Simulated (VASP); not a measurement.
Given:

```yaml
crystal:
  lattice:
    - [0.00000, 3.07937, 3.07937]
    - [3.07937, 0.00000, 3.07937]
    - [3.07937, 3.07937, 0.00000]
  atoms:
    - { symbol: Al, position: [0.00000, 0.00000, 0.00000] }
    - { symbol: Sb, position: [0.25000, 0.25000, 0.25000] }
```

All values below come from optB88-vdW, VASP's PBE PAW potentials (set 64) (plane waves; VASP 6.6.1). Settings: 520 eV cut-off, 7×7×7 Γ-centred mesh, Gaussian smearing of 0.050 eV, potentials Al Sb.

Question: Give the stress tensor in GPa (positive for a compressed cell).

Answer: 
```
1.65  0.00  0.00
0.00  1.65  0.00
0.00  0.00  1.65
```
The pressure is its mean diagonal, 1.65 GPa.

The compound is AlSb in the zinc blende structure. This cell is one point of a volume scan, at 0.97 of the reference volume.
